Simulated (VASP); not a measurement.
# Mn (Im-3m) in VASP: settings compared, part 2 of 2

VASP 6.6.1. The steps go on from the part before.

## Step 3: Hyperfine couplings, PBEsol+rVV10, collinear spin, random start

Contents of INCAR:

```
SYSTEM = Mn
PREC     = Accurate       ! precision mode
ENCUT    = 550            ! plane-wave cutoff, eV
EDIFF    = 1E-6           ! SCF threshold, eV
ISMEAR   = 0              ! smearing method
SIGMA    = 0.01           ! smearing width, eV
LREAL    = .FALSE.        ! projectors in reciprocal space
LASPH    = .TRUE.         ! aspherical terms in the spheres
NELM     = 120            ! most SCF steps
ALGO     = Normal         ! electronic algorithm
ISIF     = 2              ! what is computed and relaxed
LWAVE    = .FALSE.        ! write WAVECAR
LCHARG   = .FALSE.        ! write CHGCAR
ISPIN    = 2              ! spin polarisation
MAGMOM   = 3.7 3.72       ! initial moments
LORBIT   = 11             ! projections on sites
LMAXMIX  = 4              ! l up to which the mixer works
GGA      = PS             ! functional
LUSE_VDW = .TRUE.       
IVDW_NL  = 2            
BPARAM   = 20.0         
CPARAM   = 0.0093       
LHYPERFINE= .TRUE.
```

Contents of Mn.cif:

```cif
data_Mn
_cell_length_a 3.08100000
_cell_length_b 3.08100000
_cell_length_c 3.08100000
_cell_angle_alpha 90.00000000
_cell_angle_beta 90.00000000
_cell_angle_gamma 90.00000000
_space_group_name_H-M_alt 'Im-3m'
_space_group_name_Hall '-I 4 2 3'
_space_group_IT_number 229
loop_
_space_group_symop_operation_xyz
'x,y,z'
'-x,-y,-z'
'-y,x,z'
'y,-x,-z'
'-x,-y,z'
'x,y,-z'
'y,-x,z'
'-y,x,-z'
'x,-y,-z'
'-x,y,z'
'-y,-x,-z'
'y,x,z'
'-x,y,-z'
'x,-y,z'
'y,x,-z'
'-y,-x,z'
'z,x,y'
'-z,-x,-y'
'z,-y,x'
'-z,y,-x'
'z,-x,-y'
'-z,x,y'
'z,y,-x'
'-z,-y,x'
'-z,x,-y'
'z,-x,y'
'-z,-y,-x'
'z,y,x'
'-z,-x,y'
'z,x,-y'
'-z,y,x'
'z,-y,-x'
'y,z,x'
'-y,-z,-x'
'x,z,-y'
'-x,-z,y'
'-y,z,-x'
'y,-z,x'
'-x,z,y'
'x,-z,-y'
'-y,-z,x'
'y,z,-x'
'-x,-z,-y'
'x,z,y'
'y,-z,-x'
'-y,z,x'
'x,-z,y'
'-x,z,-y'
'x+1/2,y+1/2,z+1/2'
'-x+1/2,-y+1/2,-z+1/2'
'-y+1/2,x+1/2,z+1/2'
'y+1/2,-x+1/2,-z+1/2'
'-x+1/2,-y+1/2,z+1/2'
'x+1/2,y+1/2,-z+1/2'
'y+1/2,-x+1/2,z+1/2'
'-y+1/2,x+1/2,-z+1/2'
'x+1/2,-y+1/2,-z+1/2'
'-x+1/2,y+1/2,z+1/2'
'-y+1/2,-x+1/2,-z+1/2'
'y+1/2,x+1/2,z+1/2'
'-x+1/2,y+1/2,-z+1/2'
'x+1/2,-y+1/2,z+1/2'
'y+1/2,x+1/2,-z+1/2'
'-y+1/2,-x+1/2,z+1/2'
'z+1/2,x+1/2,y+1/2'
'-z+1/2,-x+1/2,-y+1/2'
'z+1/2,-y+1/2,x+1/2'
'-z+1/2,y+1/2,-x+1/2'
'z+1/2,-x+1/2,-y+1/2'
'-z+1/2,x+1/2,y+1/2'
'z+1/2,y+1/2,-x+1/2'
'-z+1/2,-y+1/2,x+1/2'
'-z+1/2,x+1/2,-y+1/2'
'z+1/2,-x+1/2,y+1/2'
'-z+1/2,-y+1/2,-x+1/2'
'z+1/2,y+1/2,x+1/2'
'-z+1/2,-x+1/2,y+1/2'
'z+1/2,x+1/2,-y+1/2'
'-z+1/2,y+1/2,x+1/2'
'z+1/2,-y+1/2,-x+1/2'
'y+1/2,z+1/2,x+1/2'
'-y+1/2,-z+1/2,-x+1/2'
'x+1/2,z+1/2,-y+1/2'
'-x+1/2,-z+1/2,y+1/2'
'-y+1/2,z+1/2,-x+1/2'
'y+1/2,-z+1/2,x+1/2'
'-x+1/2,z+1/2,y+1/2'
'x+1/2,-z+1/2,-y+1/2'
'-y+1/2,-z+1/2,x+1/2'
'y+1/2,z+1/2,-x+1/2'
'-x+1/2,-z+1/2,-y+1/2'
'x+1/2,z+1/2,y+1/2'
'y+1/2,-z+1/2,-x+1/2'
'-y+1/2,z+1/2,x+1/2'
'x+1/2,-z+1/2,y+1/2'
'-x+1/2,z+1/2,-y+1/2'
loop_
_atom_site_label
_atom_site_type_symbol
_atom_site_symmetry_multiplicity
_atom_site_Wyckoff_symbol
_atom_site_fract_x
_atom_site_fract_y
_atom_site_fract_z
_atom_site_occupancy
Mn1 Mn 2 a 0.0000000000 0.0000000000 0.0000000000 1
```

Contents of KPOINTS:

```
Automatic mesh
0
G
  9 9 9
  0 0 0
```

Contents of POSCAR:

```
Mn
 1.0000000000000000
     3.0810000000000000    0.0000000000000000    0.0000000000000000
     0.0000000000000000    3.0810000000000000    0.0000000000000000
     0.0000000000000000    0.0000000000000000    3.0810000000000000
 Mn 
   2
Cartesian
  0.0000000000000000  0.0000000000000000  0.0000000000000000
  1.5405000000000000  1.5405000000000000  1.5405000000000000
```

Potentials or basis: VASP PAW PBE potentials, release 64 (Mn_GW).

Launch:

```bash
$ ase convert -i cif -o vasp Mn.cif POSCAR
$ cat potpaw_PBE.64/Mn_GW/POTCAR > POTCAR
$ mpirun -np 1 vasp_std > vasp.out
```

OUTCAR:

```text
SYSTEM = Mn
   PREC = Accurate
   ENCUT = 550
   EDIFF = 1E-6
   ISMEAR = 0
   LREAL = .FALSE.
   LASPH = .TRUE.
   NELM = 120
   ISIF = 2
   ISPIN = 2
   LORBIT = 11
   GGA = PS
   IVDW_NL = 2
   BPARAM = 20.0

 ion  position               nearest neighbor table
   1  0.000  0.000  0.000-   2 2.67   2 2.67   2 2.67   2 2.67   2 2.67   2 2.67   2 2.67   2 2.67

   2  0.500  0.500  0.500-   1 2.67   1 2.67   1 2.67   1 2.67   1 2.67   1 2.67   1 2.67   1 2.67

  LATTYP: Found a simple cubic cell.
 ALAT       =     3.0810000000

  Lattice vectors:

 A1 = (   3.0810000000,   0.0000000000,   0.0000000000)
 A2 = (   0.0000000000,   3.0810000000,   0.0000000000)
 A3 = (   0.0000000000,   0.0000000000,   3.0810000000)

Analysis of symmetry for initial positions (statically):
=====================================================================
 Subroutine PRICEL returns following result:

  LATTYP: Found a body centered cubic cell.
 ALAT       =     3.0810000000

  Lattice vectors:

 A1 = (   1.5405000000,   1.5405000000,  -1.5405000000)
 A2 = (  -1.5405000000,   1.5405000000,   1.5405000000)
 A3 = (   1.5405000000,  -1.5405000000,   1.5405000000)

   2 primitive cells build up your supercell.

 Routine SETGRP: Setting up the symmetry group for a
 simple cubic supercell.

 Subroutine GETGRP returns: Found 48 space group operations
 (whereof 48 operations were pure point group operations)
 out of a pool of 48 trial point group operations.

The static configuration has the point symmetry O_h .

Analysis of symmetry for dynamics (positions and initial velocities):
=====================================================================
 Subroutine PRICEL returns following result:

  LATTYP: Found a body centered cubic cell.
 ALAT       =     3.0810000000

  Lattice vectors:

 A1 = (   1.5405000000,   1.5405000000,  -1.5405000000)
 A2 = (  -1.5405000000,   1.5405000000,   1.5405000000)
 A3 = (   1.5405000000,  -1.5405000000,   1.5405000000)

   2 primitive cells build up your supercell.

 Routine SETGRP: Setting up the symmetry group for a
 simple cubic supercell.

 Subroutine GETGRP returns: Found 48 space group operations
 (whereof 48 operations were pure point group operations)
 out of a pool of 48 trial point group operations.

The dynamic configuration has the point symmetry O_h .

Analysis of structural, dynamic, and magnetic symmetry:
=====================================================================
 Subroutine PRICEL returns:
 Original cell was already a primitive cell.

 Routine SETGRP: Setting up the symmetry group for a
 simple cubic supercell.

 Subroutine GETGRP returns: Found 48 space group operations
[... 166 lines left out ...]

 val. band max:        3.9341457528   @ k =   0.2222   0.2222   0.1111
 cond. band min:       3.9477637747   @ k =   0.4444   0.3333   0.1111
 fundamental gap:      0.0136180219
 Fermi energy:         3.9431887877

 spin component 1

 k-point     1 :       0.0000    0.0000    0.0000
  band No.  band energies     occupation
      1      -3.1926      1.00000
      2       0.4589      1.00000
      3       0.4589      1.00000
      4       2.4719      1.00000
      5       2.4719      1.00000
      6       2.4719      1.00000
      7       3.5628      1.00000
      8       3.5628      1.00000
      9       4.4685      0.00000
     10       4.4685      0.00000
     11       4.4685      0.00000
     12      12.2119      0.00000
     13      12.2119      0.00000
     14      12.2119      0.00000
[... 598 lines left out ...]
      1       1.4197      1.00000
      2       1.5639      1.00000
      3       1.5639      1.00000
      4       1.7557      1.00000
      5       1.7557      1.00000
      6       1.7727      1.00000
      7       3.7337      1.00000
      8       3.7337      1.00000
      9       3.7377      1.00000
     10       3.7377      1.00000
     11       9.2961      0.00000
     12      10.5867      0.00000
     13      10.5867      0.00000
     14      11.8218      0.00000
     15      12.4435      0.00000
 Fermi energy:         3.9431887877

 spin component 2

 k-point     1 :       0.0000    0.0000    0.0000
  band No.  band energies     occupation
      1      -2.7661      1.00000
      2       2.2165      1.00000
      3       2.2165      1.00000
      4       4.4520      0.00000
      5       4.4520      0.00000
      6       4.4520      0.00000
      7       6.0891      0.00000
      8       6.0891      0.00000
      9       6.6784      0.00000
     10       6.6784      0.00000
     11       6.6784      0.00000
     12      12.7881      0.00000
     13      12.7881      0.00000
     14      12.7881      0.00000
[... 599 lines left out ...]
      2       3.1112      1.00000
      3       3.1187      1.00000
      4       3.1187      1.00000
      5       3.2123      1.00000
      6       3.2123      1.00000
      7       6.3146      0.00000
      8       6.3146      0.00000
      9       6.3197      0.00000
     10       6.3197      0.00000
     11      10.5701      0.00000
     12      11.7167      0.00000
     13      11.7167      0.00000
     14      12.8615      0.00000
     15      13.4476      0.00000

------------------------ aborting loop because EDIFF is reached ----------------------------------------

  FORCE on cell =-STRESS in cart. coord.  units (eV):
  Direction    XX          YY          ZZ          XY          YZ          ZX
  --------------------------------------------------------------------------------------
  -------------------------------------------------------------------------------------
  Total       -5.4938319     -5.4938319     -5.4938319      0.0000000     -0.0000000     -0.0000000
  in kB     -300.9614383   -300.9614383   -300.9614383      0.0000000     -0.0000000     -0.0000000
  external PRESSURE =    -300.9614383 kB  Pullay stress =       0.0000000 kB

 VOLUME and BASIS-vectors are now :
 -----------------------------------------------------------------------------
  energy-cutoff  :      550.00
  volume of cell :       29.25
      direct lattice vectors                 reciprocal lattice vectors
     3.081000000  0.000000000  0.000000000     0.324569945  0.000000000  0.000000000
     0.000000000  3.081000000  0.000000000     0.000000000  0.324569945  0.000000000
     0.000000000  0.000000000  3.081000000     0.000000000  0.000000000  0.324569945

 POSITION                                       TOTAL-FORCE (eV/Angst)
 -----------------------------------------------------------------------------------
      0.00000      0.00000      0.00000         0.000000      0.000000      0.000000
      1.54050      1.54050      1.54050         0.000000      0.000000      0.000000
 -----------------------------------------------------------------------------------
    total drift:                                0.000000      0.000000     -0.000000

  FREE ENERGIE OF THE ION-ELECTRON SYSTEM (eV)
  ---------------------------------------------------
  free  energy   TOTEN  =       -17.4667990213 eV

  energy  without entropy=      -17.4665797348  energy(sigma->0) =      -17.46668938

 Fermi contact (isotropic) hyperfine coupling parameter (MHz)
 -------------------------------------------------------------
  ion      A_pw      A_1PS     A_1AE     A_1c      A_tot
 -------------------------------------------------------------
   1      13.020    13.018    -0.125   -11.670    -0.123
   2      13.040    13.037    -0.099   -11.689    -0.097
 -------------------------------------------------------------

 Dipolar hyperfine coupling parameters (MHz)
 ---------------------------------------------------------------------
  ion      A_xx      A_yy      A_zz      A_xy      A_xz      A_yz
 ---------------------------------------------------------------------
   1      -0.000    -0.000     0.000     0.000     0.000     0.000
   2      -0.000    -0.000     0.000     0.000     0.000     0.000
 ---------------------------------------------------------------------

 Total hyperfine coupling parameters after diagonalization (MHz)
 (convention: |A_zz| > |A_xx| > |A_yy|)
 ----------------------------------------------------------------------
  ion      A_xx      A_yy      A_zz     asymmetry (A_yy - A_xx)/ A_zz
 ----------------------------------------------------------------------
   1      -0.123    -0.123    -0.123      -0.001
   2      -0.097    -0.096    -0.097      -0.001
 ---------------------------------------------------------------------

 total charge

# of ion       s       p       d       f       tot
--------------------------------------------------
    1        0.400   0.378   5.089   0.007   5.874
    2        0.400   0.378   5.089   0.007   5.874
--------------------------------------------------
tot          0.800   0.756  10.178   0.015  11.748

 magnetization (x)

# of ion       s       p       d       f       tot
--------------------------------------------------
    1       -0.010  -0.015   2.311   0.002   2.288
    2       -0.010  -0.015   2.316   0.002   2.293
--------------------------------------------------
tot         -0.021  -0.031   4.628   0.005   4.581
```

Run time: 1.7 min. Hardware: 1 thread of Intel Xeon Platinum 8559C (Emerald Rapids), shared host; peak memory 0.23 GiB.

Results:

```
Free energy                                           : -17.4668 eV
Pressure                                              : -30.1 GPa
Band gap on the k mesh                                : none (metal or under the smearing width)
Net moment                                            : 4.68 μB per cell
Site moments                                          : Mn +2.29 μB
Valence electrons inside the program's atomic spheres : Mn 5.87
```

Hyperfine coupling, principal values (MHz):
| atom | values |
| --- | --- |
| 1 Mn | -0.1, -0.1, -0.1 |
| 2 Mn | -0.1, -0.1, -0.1 |

Caveat: a pressure of tens of GPa on the cell as given is suspect, and the run, the potentials or the cell itself is likely at fault; the PAW data sets were made with another functional, which shifts forces and pressure a little; pairwise dispersion overbinds metals, which lowers pressure and volume.

## Step 4: Relaxation of cell and atoms, PBE+D3+U, collinear spin, ferrimagnetic start (volume scaled by 0.96)

Contents of INCAR:

```
PREC = Accurate
ENCUT = 600
EDIFF = 1E-7
ISMEAR = -1
SIGMA = 0.1
LREAL = False
LASPH = True
NELM = 100
ALGO = Fast
ISIF = 3
LWAVE = False
LCHARG = False
ISPIN = 2
MAGMOM = 4 -2
LORBIT = 11
LMAXMIX = 4
LDAU = True
LDAUTYPE = 2
LDAUL = 2
LDAUU = 5
LDAUJ = 1
LDAUPRINT = 1
GGA = PE
IVDW = 11
IBRION = 2
NSW = 60
EDIFFG = -0.005
```

Contents of KPOINTS:

```
regular mesh
0
Gamma
  9 9 9
```

Contents of POSCAR:

```
Mn
1.0
    3.0393597604      0.0000000000      0.0000000000
    0.0000000000      3.0393597604      0.0000000000
    0.0000000000      0.0000000000      3.0393597604
Mn
2
Direct
    0.0000000000      0.0000000000      0.0000000000
    0.5000000000      0.5000000000      0.5000000000
```

Potentials or basis: VASP PAW PBE potentials, release 64 (Mn_pv).

Launch:

```bash
$ cat potpaw_PBE.64/Mn_pv/POTCAR > POTCAR
$ mpirun -np 1 vasp_std > vasp.out
```

Wall time 85 s (1 thread of Intel Xeon Platinum 8559C (Emerald Rapids), shared host); peak memory 0.18 GiB.

Results (log left out):

```
Free energy                                           : -14.2053 eV
Relaxed volume                                        : 17.16 Å³/atom
Relaxed cell                                          : a = 3.250 Å, b = 3.250 Å, c = 3.250 Å, α = 90.00°, β = 90.00°, γ = 90.00°
Space group after relaxing (to 0.05 Å)                : Im-3m (No. 229)
Energy gained by relaxing                             : 407.3 meV/atom
Ionic steps                                           : 5
Pressure after relaxing                               : 0.0 GPa
Band gap on the k mesh                                : none (metal or under the smearing width)
Net moment                                            : 0.00 μB per cell
Site moments                                          : Mn +4.38, -4.38 μB
Valence electrons inside the program's atomic spheres : Mn 11.39
Dispersion energy per atom                            : -0.369 eV
```

The path:
```tsv
step	energy change (eV)	largest force (eV/Å)	pressure (GPa)	volume (Å³)
1	0.0000	0.0000	22.86	28.08
2	-0.7794	0.0000	-3.88	37.03
3	-0.7960	0.0000	-2.92	36.25
4	-0.8121	0.0000	-1.13	35.00
5	-0.8145	0.0000	0.02	34.32
```

Final structure:
```
Mn
1.0
     3.24972    0.00000    0.00000
     0.00000    3.24972    0.00000
     0.00000    0.00000    3.24972
Mn
2
Direct
  0.00000 0.00000 0.00000
  0.50000 0.50000 0.50000
```

Levels at points of the mesh, in eV from the Fermi level:
Spin up:
```
           k point  band 10  band 11  band 12  band 13  band 14  band 15  band 16  band 17
(0.00, 0.00, 0.00)    -4.71    -4.71    -4.71     1.32     1.32     2.72     2.72     2.72
```
Spin down:
```tsv
k point	band 11	band 12	band 13	band 14	band 15	band 16
(0.00, 0.00, 0.00)	-4.71	-4.71	1.32	1.32	2.72	2.72
```

Eigenvalues of the final occupation matrices:
| site | spin | trace | eigenvalues |
| --- | --- | --- | --- |
| site 1 d | 1 | 4.53 | 0.90 0.90 0.90 0.92 0.92 |
| site 1 d | 2 | 0.29 | 0.03 0.03 0.08 0.08 0.08 |
| site 2 d | 1 | 0.29 | 0.03 0.03 0.08 0.08 0.08 |
| site 2 d | 2 | 4.53 | 0.90 0.90 0.90 0.92 0.92 |

Caveat: pairwise dispersion overbinds metals, which lowers pressure and volume; the U is typed as a test and isn't derived for this compound.

## Step 5: The runs side by side

```tsv
task	level	potentials or basis	spin	U	cell	cutoff (eV)	smearing	LDAUTYPE	hund's J	supercell matrix	gap on the mesh (eV)	pressure (GPa)	moment (μB)
band structure	r2SCAN+rVV10+U	VASP PAW PBE potentials, release 54 (Mn_pv)	collinear, ferrimagnetic start	Mn d U = 4.5 eV, J = 1.0 eV	as given	520	methfessel-paxton 0.2 eV	2	1	[0, 1, 1, 1, 0, 1, 1, 1, 0]	-	21.8	0.00
hyperfine couplings	PBEsol+rVV10	VASP PAW PBE potentials, release 64 (Mn_GW)	collinear, random start	-	as given	550	gaussian 0.01 eV	-	-	-	none	-30.1	4.68
relaxation of cell and atoms	PBE+D3+U	VASP PAW PBE potentials, release 64 (Mn_pv)	collinear, ferrimagnetic start	Mn d U = 5 eV, J = 1.0 eV	relaxed from: volume scaled by 0.96	600	fermi-dirac 0.1 eV	2	1	[0, 1, 1, 1, 0, 1, 1, 1, 0]	none	0.0	0.00
```

Alike in all rows: k mesh 9 × 9 × 9.

Caveats: pairwise dispersion overbinds metals, which lowers pressure and volume; the PAW data sets were made with another functional, which shifts forces and pressure a little (some runs); the U is typed as a test and isn't derived for this compound (some runs); a pressure of tens of GPa on the cell as given is suspect, and the run, the potentials or the cell itself is likely at fault (some runs).

Total energies depend on the potentials used, so only differences within one code and one set of settings carry meaning.
